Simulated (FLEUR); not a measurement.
# AlN (F-43m) in FLEUR: single point with PBEsol

Aim: the single point of AlN with PBEsol.

All numbers are computed with FLEUR MaX-R8.1 (later development tree); they aren't measurements. Logs are shortened: lines on timing, memory, paths and dates and some standing lists are left out, and cuts for length are marked.

**1. Starting point**

Symmetry: F-43m, No. 216, cubic system. Conventional cell: a = 4.368 Å, b = 4.368 Å, c = 4.368 Å, α = 90.00°, β = 90.00°, γ = 90.00°. Around Al (site symmetry -43m) lie 4 N at 1.89 Å. N (site symmetry -43m) has 4 Al at 1.89 Å as nearest neighbours.

Measurements of this composition are mostly on another form, of space group No. 186.

**2. Single point, PBEsol**

Contents of inp.xml:

```xml
<?xml version="1.0" encoding="UTF-8" standalone="no"?>
<fleurInput fleurInputVersion="0.39">
   <comment>
      AlN                                                                                                 
   </comment>
   <calculationSetup>
      <cutoffs Kmax="5.7" Gmax="17.7" GmaxXC="17.7" numbands="0"/>
      <scfLoop itmax="60" minDistance="0.00001" maxIterBroyd="15" imix="Anderson" alpha="0.05" precondParam="0.0" spinf="2.0" sdNocoIR="T"/>
      <coreElectrons ctail="T" frcor="F" kcrel="0" coretail_lmax="0"/>
      <xcFunctional name="PBEs" relativisticCorrections="F"/>
      <magnetism jspins="1"/>
      <soc l_soc="F" theta="0.0" phi="0.0" spav="F"/>
      <expertModes spex="0" secvar="F"/>
      <geometryOptimization l_f="F" forcealpha="1.0" forcemix="BFGS" epsdisp="0.00001" epsforce="0.00001"/>
      <ldaU l_linMix="F" mixParam="0.05" spinf="1.0"/>
   </calculationSetup>
   <cell>
      <bzIntegration valenceElectrons="16.0" mode="hist" fermiSmearingEnergy="0.00183747">
         <kPointListSelection listName="default-1"/>
         <!-- k-points included here -->
         <xi:include xmlns:xi="http://www.w3.org/2001/XInclude" href="kpts.xml"> </xi:include>
      </bzIntegration>
      <!-- symmetry operations included here -->
      <xi:include xmlns:xi="http://www.w3.org/2001/XInclude" href="sym.xml"> </xi:include>
      <bulkLattice scale="1.0">
         <bravaisMatrix>
            <row-1>    0.0000000000000000     4.1271496855342669     4.1271496855342669</row-1>
            <row-2>    4.1271496855342669     0.0000000000000000     4.1271496855342669</row-2>
            <row-3>    4.1271496855342669     4.1271496855342669     0.0000000000000000</row-3>
         </bravaisMatrix>
      </bulkLattice>
   </cell>
   <atomSpecies>
      <species name="Aluminum (Al)" element="Al" atomicNumber="13">
         <mtSphere radius="1.72" gridPoints="585" logIncrement="0.019"/>
         <atomicCutoffs lmax="8" lnonsphr="8"/>
         <electronConfig flipSpins="F">
            <coreConfig>(1s1/2)</coreConfig>
            <valenceConfig>(2s1/2) (2p1/2) (2p3/2) (3s1/2) (3p1/2) (3p3/2)</valenceConfig>
            <stateOccupation state="(3p1/2)" spinUp="0.166667" spinDown="0.166667"/>
            <stateOccupation state="(3p3/2)" spinUp="0.333333" spinDown="0.333333"/>
         </electronConfig>
         <energyParameters s="3" p="3" d="3" f="4"/>
         <lo type="SCLO" l="0" n="2" eDeriv="0"/>
         <lo type="SCLO" l="1" n="2" eDeriv="0"/>
         <lo type="SCLO" l="2" n="3" eDeriv="2"/>
         <lo type="SCLO" l="3" n="4" eDeriv="2"/>
      </species>
      <species name="Nitrogen (N)" element="N" atomicNumber="7">
         <mtSphere radius="1.49" gridPoints="509" logIncrement="0.021"/>
         <atomicCutoffs lmax="8" lnonsphr="8"/>
         <electronConfig flipSpins="F">
            <coreConfig>(1s1/2)</coreConfig>
            <valenceConfig>(2s1/2) (2p1/2) (2p3/2)</valenceConfig>
            <stateOccupation state="(2p1/2)" spinUp="0.500000" spinDown="0.500000"/>
            <stateOccupation state="(2p3/2)" spinUp="1.000000" spinDown="1.000000"/>
         </electronConfig>
         <energyParameters s="2" p="2" d="3" f="4"/>
         <lo type="SCLO" l="0" n="2" eDeriv="2"/>
         <lo type="SCLO" l="1" n="2" eDeriv="2"/>
         <lo type="SCLO" l="2" n="3" eDeriv="2"/>
      </species>
   </atomSpecies>
   <atomGroups>
      <atomGroup species="Aluminum (Al)">
         <relPos label="                   1">.0000000000 .0000000000 .0000000000</relPos>
         <force calculate="T" relaxXYZ="TTT"/>
      </atomGroup>
      <atomGroup species="Nitrogen (N)">
         <relPos label="                   2">1.000/4.000 1.000/4.000 1.000/4.000</relPos>
         <force calculate="T" relaxXYZ="TTT"/>
      </atomGroup>
   </atomGroups>
   <output dos="F" band="F" slice="F">
      <checks vchk="F" cdinf="F"/>
      <bandDOS minEnergy="-.5*Htr" maxEnergy="0.5*Htr" sigma="0.015" storeEVData="T"/>
      <vacuumDOS vacdos="F" integ="F" star="F" nstars="0" locx1="0.0" locy1="0.0" locx2="0.0" locy2="0.0" nstm="0" tworkf="0.0"/>
      <unfoldingBand unfoldBand="F" supercellX="1" supercellY="1" supercellZ="1"/>
      <plotting iplot="0" polar="F">
         <plot TwoD="T" vec1="  1.0  0.0  0.0" vec2="  0.0  1.0  0.0" vec3="  0.0  0.0  1.0" zero="  0.0  0.0  0.0" file="plot"/>
      </plotting>
      <chargeDensitySlicing numkpt="0" minEigenval="0.0" maxEigenval="0.0" nnne="0" pallst="F"/>
      <specialOutput eonly="F"/>
      <moessbauerParams electricFieldGradient="T" isomerShift="T" coreHyperfine="T" valenceHyperfine="T"/>
      <magneticCircularDichroism mcd="F" energyLo="-10.0" energyUp="0.0"/>
   </output>
  <!-- We include the file relax.xml here to enable relaxations (see documentation) -->
  <xi:include xmlns:xi="http://www.w3.org/2001/XInclude" href="relax.xml"> <xi:fallback/> </xi:include>
</fleurInput>
```

Contents of crystal.txt:

```
AlN
&input cartesian=F /
0.0000000000  2.1839935596  2.1839935596
2.1839935596  0.0000000000  2.1839935596
2.1839935596  2.1839935596  0.0000000000
1.8897261246
1.0 1.0 1.0

2
13 0.0000000000  0.0000000000  0.0000000000
7 0.2500000000  0.2500000000  0.2500000000

&kpt div1=10 div2=10 div3=10 gamma=T /
```

Potentials or basis: all-electron, FLAPW.

Started as:

```
> inpgen -f crystal.txt -profile fastHighL
> # inp.xml edited to the form shown
> fleur_MPI
```

Log:

```text
Welcome to FLEUR        (www.flapw.de)
      MaX-Release 8.1          (www.max-centre.eu)

 ========== k-point set info ==========
 Selected k-point list: default-1
 k-point list type: mesh
 10 x 10 x 10
 Number of k points: 47

 ------------Calculation Setup---------------------------
 Number of MPI-tasks      :            1
 Number of PE/node        :            1
 Number of OMP-threads    :            1
 Most efficient MPI parallelization for:
           1          47
 Additional eigenvalue parallelization possible
 Number of basis functions:          515
 Approximate size of matrices (H+S) per k-point:         0.008 GB
 --------------------------------------------------------
 Iteration:     1   Distance:      27.22257265 me/bohr^3
 Iteration:     2   Distance:      23.58217224 me/bohr^3
 Iteration:     3   Distance:       8.08080837 me/bohr^3
 Iteration:     4   Distance:       4.80622794 me/bohr^3
 Iteration:     5   Distance:       0.70750399 me/bohr^3
 Iteration:     6   Distance:       0.68039959 me/bohr^3
 Iteration:     7   Distance:       0.15902403 me/bohr^3
 Iteration:     8   Distance:       0.13277509 me/bohr^3
 Iteration:     9   Distance:       0.02788695 me/bohr^3
 Iteration:    10   Distance:       0.00083585 me/bohr^3
 Iteration:    11   Distance:       0.00055973 me/bohr^3
 Iteration:    12   Distance:       0.00007005 me/bohr^3
 Iteration:    13   Distance:       0.00002949 me/bohr^3
 Iteration:    14   Distance:       0.00000099 me/bohr^3

 ********************************************************************
 Run finished successfully
 Stop message:
   all done
 ********************************************************************
```

out.xml (last iteration):

```text
<iteration numberForCurrentRun="   14" overallNumber="   14">
         <energyParameters units="Htr">
            <atomicEP atomType="1" spin="1" branch="3s" branchLowest="-3.39" branchHighest="3.28" value="-0.1052005757"/>
            <atomicEP atomType="1" spin="1" branch="3p" branchLowest="-1.96" branchHighest="3.63" value="0.0245398861"/>
            <atomicEP atomType="1" spin="1" branch="3d" branchLowest="-9.99" branchHighest="3.35" value="0.1863757940"/>
            <atomicEP atomType="1" spin="1" branch="4f" branchLowest="-9.99" branchHighest="6.59" value="0.3483468583"/>
            <loAtomicEP atomType="1" spin="1" branch="2s" branchLowest="-54.86" branchHighest="-3.39" value="-3.4256475787"/>
            <loAtomicEP atomType="1" spin="1" branch="2p" branchLowest="-9.99" branchHighest="-1.96" value="-2.0179802521"/>
            <loAtomicEP atomType="1" spin="1" branch="3d" branchLowest="-9.99" branchHighest="3.35" value="0.1863766821"/>
            <loAtomicEP atomType="1" spin="1" branch="4f" branchLowest="-9.99" branchHighest="6.59" value="0.3483508187"/>
            <atomicEP atomType="2" spin="1" branch="2s" branchLowest="-13.42" branchHighest="1.22" value="-0.3004976955"/>
            <atomicEP atomType="2" spin="1" branch="2p" branchLowest="-9.99" branchHighest="1.41" value="0.0087796904"/>
            <atomicEP atomType="2" spin="1" branch="3d" branchLowest="-9.99" branchHighest="5.51" value="0.2500911417"/>
            <atomicEP atomType="2" spin="1" branch="4f" branchLowest="-9.99" branchHighest="9.44" value="0.4102883969"/>
            <loAtomicEP atomType="2" spin="1" branch="2s" branchLowest="-13.42" branchHighest="1.22" value="-0.3004976955"/>
            <loAtomicEP atomType="2" spin="1" branch="2p" branchLowest="-9.99" branchHighest="1.41" value="0.0087217787"/>
            <loAtomicEP atomType="2" spin="1" branch="3d" branchLowest="-9.99" branchHighest="5.51" value="0.2500926132"/>
         </energyParameters>
         <eigenvalues>
            <eigenvaluesAt spin="1" ikpt="1" k_x="0.00000000" k_y="0.00000000" k_z="0.00000000">
                      -3.4254176086       -2.0171090394       -2.0171090394       -2.0171090394       -0.3029084765
                       0.2469654270        0.2469654270        0.2469654270        0.3986052957        0.7046112495
                       0.7046112495        0.7046112495        0.8932318653
            </eigenvaluesAt>
            <eigenvaluesAt spin="1" ikpt="2" k_x="0.00000000" k_y="0.00000000" k_z="0.10000000">
                      -3.4254141673       -2.0171462526       -2.0171147356       -2.0171147356       -0.2974529886
                       0.2167801326        0.2450466614        0.2450466614        0.4230221945        0.6902963297
                       0.7095589147        0.7095589147        0.8464922274
            </eigenvaluesAt>
            <eigenvaluesAt spin="1" ikpt="3" k_x="0.00000000" k_y="0.00000000" k_z="0.20000000">
                      -3.4254053111       -2.0172460366       -2.0171305841       -2.0171305841       -0.2819145016
                       0.1573008357        0.2402644132        0.2402644132        0.4641711629        0.6608958048
                       0.7069373939        0.7069373939        0.8269195496
            </eigenvaluesAt>
            <eigenvaluesAt spin="1" ikpt="4" k_x="0.00000000" k_y="0.00000000" k_z="0.30000000">
                      -3.4253943869       -2.0173682313       -2.0171505953       -2.0171505953       -0.2592908038
                       0.0962935592        0.2347888438        0.2347888438        0.4946494619        0.6331245827
                       0.6824946286        0.6824946286        0.8658784909
            </eigenvaluesAt>
         </eigenvalues>
         <bandgap value="3.1904270585" units="eV"/>
         <sumValenceSingleParticleEnergies value="-18.4666256269" units="Htr"/>
         <FermiEnergy value="0.2469654270" units="Htr"/>
         <valenceDensity>
            <mtCharges spin="1">
               <mtCharge atomType="1" total="8.5550304" s="2.2266353" p="6.2303174" d="0.0876535" f="0.0086755"/>
               <mtCharge atomType="2" total="3.7033917" s="1.1720784" p="2.5261644" d="0.0045841" f="0.0003986"/>
            </mtCharges>
            <spinDependentCharge spin="1" total="16.0000000" interstitial="3.7415779" mtSpheres="12.2584221"/>
            <totalCharge value="16.0000000000"/>
         </valenceDensity>
         <coreStates atomType="     1" atomicNumber=" 13" spin="1" kinEnergy="    158.8673156508" eigValSum="   -109.7270779599" lostElectrons=" 0.000000">
            <state n="1" l="0" j="0.5" energy="-54.8635389800" weight="1.0000000000"/>
         </coreStates>
         <coreStates atomType="     2" atomicNumber="  7" spin="1" kinEnergy="     43.9035518511" eigValSum="    -26.8423260516" lostElectrons=" 0.000005">
            <state n="1" l="0" j="0.5" energy="-13.4211630258" weight="1.0000000000"/>
         </coreStates>
         <allElectronCharges>
            <spinDependentCharge spin="1" total="20.0000000" interstitial="3.7415830" mtSpheres="16.2584170"/>
            <totalCharge value="19.9999999991"/>
         </allElectronCharges>
         <moessbauerParams unitsHFF="kG" unitsIS="e/bohr^3" unitsEFG="Htr/bohr^2">
            <coreIsomerShift atomType="1" isTotal="1397.31126">
               <shell n="1" l="0" isomerShift="1397.31126"/>
            </coreIsomerShift>
            <coreIsomerShift atomType="2" isTotal="199.61185">
               <shell n="1" l="0" isomerShift="199.61185"/>
            </coreIsomerShift>
            <isomerShift atomType="1" nucleusRadius="0.0000708" averageDensity="1495.29692"/>
            <isomerShift atomType="2" nucleusRadius="0.0000569" averageDensity="208.20424"/>
            <electricFieldGradient atomType="1" VXX="0.00000" VYY="0.00000" VZZ="0.00000" asymParam="0.00000">
            </electricFieldGradient>
            <electricFieldGradient atomType="2" VXX="0.00000" VYY="0.00000" VZZ="0.00000" asymParam="0.00000">
            </electricFieldGradient>
         </moessbauerParams>
         <totalEnergy                                    value="     -297.0113078158" units="Htr">
            <sumOfEigenvalues                            value="     -155.0360296384">
               <coreElectrons value="-136.5694040115"/>
               <valenceElectrons value="-18.4666256269"/>
            </sumOfEigenvalues>
            <densityCoulombPotentialIntegral value="-419.8411577295"/>
            <densityEffectivePotentialIntegral value="-452.3103700040"/>
            <chargeDenXCDenIntegral value="-24.9188532194"/>
            <FockExchangeEnergyValence value="0.0000000000"/>
            <FockExchangeEnergyCore value="0.0000000000"/>
            <atomTypeDependentContributions atomType="1">
               <electronNucleiInteractionDifferentMTs value="284.4267489446"/>
               <MadelungTerm value="-8.9310470022"/>
            </atomTypeDependentContributions>
            <atomTypeDependentContributions atomType="2">
               <electronNucleiInteractionDifferentMTs value="62.4963295040"/>
               <MadelungTerm value="-3.5920906465"/>
            </atomTypeDependentContributions>
            <tkbTimesEntropy value="0.0000000000"/>
            <freeEnergy value="-297.0113078158"/>
            <extrapolationTo0K value="-297.0113078158"/>
         </totalEnergy>
         <densityConvergence units="me/bohr^3">
            <chargeDensity spin="1" distance="0.0000009854"/>
         </densityConvergence>
      </iteration>
```

Wall time 98 s (1 thread of Arm Neoverse V1, shared host); peak memory 0.06 GiB.

What came out:

```
Free energy                                           : -8082.0894 eV
Band gap on the k mesh                                : 3.19 eV, indirect (least direct gap 4.13 eV)
Valence electrons inside the program's atomic spheres : Al 8.56; N 3.70 (radii Al 1.72, N 1.49 bohr)
```

Core levels (eV from the Fermi level):
| atom | levels |
| --- | --- |
| 1 Al | 1s1/2 -1499.6 |
| 2 N | 1s1/2 -371.9 |

A k mesh can miss the band edges. Expect the measured gap to be larger: semilocal functionals such as PBEsol lack the derivative discontinuity.
